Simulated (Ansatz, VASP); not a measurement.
**Ta in VASP and in Ansatz**

```xyz
1
Lattice="2.7462 0.0000 0.0000 0.0000 2.7462 0.0000 0.0000 0.0000 2.7462" Properties=species:S:1:pos:R:3 pbc="T T T"
Ta    1.3731    1.3731    1.3731
```

Alike in both runs: functional PBE; k mesh 20 × 20 × 20; occupations gaussian, width 0.1 eV; no spin polarisation.

Ansatz relaxed the structure, and its values are those at the end. VASP's run is a single point on that final structure, the one shown.

|  | VASP | Ansatz |
| --- | --- | --- |
| version | VASP 6.6.1 | Ansatz 0.2.0 |
| potentials or method | VASP PAW PBE potentials, release 64 (Ta_pv) | scalar-relativistic, plane waves, PAW |
| plane-wave cutoff (eV) | 520 | 420 |
| valence electrons in the cell | 11 | 13 |

```tsv
	VASP	Ansatz	Ansatz less VASP
gap on the k mesh at the Fermi level (eV)	none	none	-
pressure (GPa)	0.1	0.0	-0.09
```

A gap of «none» marks a metal or a gap that the smearing closes. With one functional, cell and mesh, what is left measures potentials, basis and numerics. The two sets of potentials don't hold the same shells in valence.

Spin-orbit coupling is left out, which matters for the levels of Ta.
